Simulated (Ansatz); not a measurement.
**S: the crystal squeezed far**

The task here is to estimate one member of a computed series from the others.

Computed with Ansatz 0.2.0 (DFT PBE, with the methods named in each step, unless a step's input says otherwise).

3 further runs of the same task are left out: 3 that didn't finish.

## The structure to begin with

Symmetry: P6/mmm, No. 191, hexagonal system. The conventional cell has a = 4.563 Å, b = 4.563 Å, c = 2.829 Å, α = 90.00°, β = 90.00°, γ = 120.00°. S (site symmetry 6/mmm) is surrounded by 14 S at 2.83 to 2.99 Å. S (site symmetry -6m2) has 11 S at 2.63 to 2.99 Å as nearest neighbours.

Coordinates:

```
S
1.0
     4.56264    0.00000    0.00000
    -2.28132    3.95136    0.00000
     0.00000    0.00000    2.82884
S
3
Direct
  0.00000 0.00000 0.00000
  0.33333 0.66667 0.50000
  0.66667 0.33333 0.50000
```

Whether this phase is the stable one at these pressures isn't tested.

Atoms are numbered in the order of the input: S1, S2, S3.

Set-up of the first run:

input.yaml reads:

```yaml
crystal:
  lattice:
    - [4.5626373533, 0.0, 0.0]
    - [-2.2813186767, 3.9513598562, 0.0]
    - [0.0, 0.0, 2.8288351591]
  atoms:
    - { symbol: S, position: [0.0, 0.0, 0.0] }
    - { symbol: S, position: [0.3333333333, 0.6666666667, 0.5] }
    - { symbol: S, position: [0.6666666667, 0.3333333333, 0.5] }
kpoints:
  mp_grid: { grid: [8, 8, 11] }
scf:
  occupations: { method: fermi_dirac, width: 0.1 }
hamiltonian:
  xc: pbe
  pseudopotentials: { kind: paw }
output:
  forces: true
  stress: true
  write_density: true
  write_potential: true
  elf: true
  volumetric_format: npy
relax:
  f_tol: 0.005
  max_steps: 40
  cell: {}
```

Launch:

```
ansatz run input.yaml --threads 1 --pin off --max-ram 3072MiB --backend cpu --events-out ev --progress --plain --runs-dir out
```

Among the steps run: Cell relaxed at zero pressure, PAW; Volume scaled by 1, PAW; Volume scaled by 1, PAW (source ansatz); Shape and atoms relaxed at 0.95 of the volume, PAW; Volume scaled by 0.95, PAW; Shape and atoms relaxed at 0.65 of the volume, PAW; Volume scaled by 0.65, PAW; Shape and atoms relaxed at 0.45 of the volume, PAW; Volume scaled by 0.45, PAW; Shape and atoms relaxed at 0.4 of the volume, PAW; Volume scaled by 0.4, PAW; Volume scaled by 0.4, PAW (partial_waves polarizable).

One of the session's tables, all rows but one given; the rest of the session is left out.

 The rows PAW, 0.4 and PAW (partial_waves polarizable), 0.4 agree to the last digit and may rest on the same set-up.

```
                         method  volume over the first  volume (Å³/atom)  pressure (GPa)
                            PAW                      1            28.249            0.00
                            PAW                   0.95            26.836            0.37
                            PAW                   0.65                 ?               ?
                            PAW                   0.45            12.712           31.23
                            PAW                    0.4            11.299           58.92
PAW (partial_waves polarizable)                    0.4            11.299           58.92
            PAW (source ansatz)                      1            28.249            0.01
```

Q: Estimate the row for PAW, 0.65 from the others.

**Answer.** volume (Å³/atom): 18.362; pressure (GPa): 5.27. In the column «volume (Å³/atom)» it lies between PAW, 0.45 (12.712) and PAW, 0.95 (26.836).
